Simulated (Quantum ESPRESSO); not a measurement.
# Ge under changes of volume

One of the cells (19.014 Å³/atom); the others are scaled copies at fixed shape and fractional positions:

```
Ge
1.0
    -2.49590    2.65086    1.43695
     2.49590   -2.65086    1.43695
     2.49590    2.65086   -1.43695
Ge
2
Cartesian
  0.0000 1.3254 0.1841
  2.4959 1.3254 1.2529
```

This isn't the form of Ge at room conditions, which is diamond.

```yaml
Program: Quantum ESPRESSO 7.5
Functional: LDA
Potentials_or_basis: GBRV 1.5 LDA
Cutoff: 612 eV
Density_cutoff: 4898 eV
k_mesh: 11 × 11 × 11
Occupations: fermi-dirac, width 0.05 eV
Spin: no spin polarisation
```

```tsv
volume (Å³/atom)	energy over the lowest point (meV/atom)	pressure (GPa)
17.874	0.00	0.1
18.254	1.31	-1.6
18.634	6.49	-3.1
19.014	15.06	-4.4
19.395	26.61	-5.6
19.775	?	?
20.155	57.22	-7.6
```

Problem. What does the run at 19.775 Å³/atom give?

Solution. Energy over the lowest point 40.75 meV/atom; pressure -6.6 GPa.

Worked out: A Birch-Murnaghan fit of order 3 (a polynomial in V^(-2/3)) to the other rows has its minimum at 17.94 Å³/atom with B0 = V·E''(V) = 85 GPa and B' = 5.1 at fixed shape and positions, which overstates the stiffness. It gives 40.77 meV/atom at 19.775 Å³/atom, against the run's 40.75, and -dE/dV = -6.5 GPa, against -6.6.

Energies are extrapolated to zero smearing.
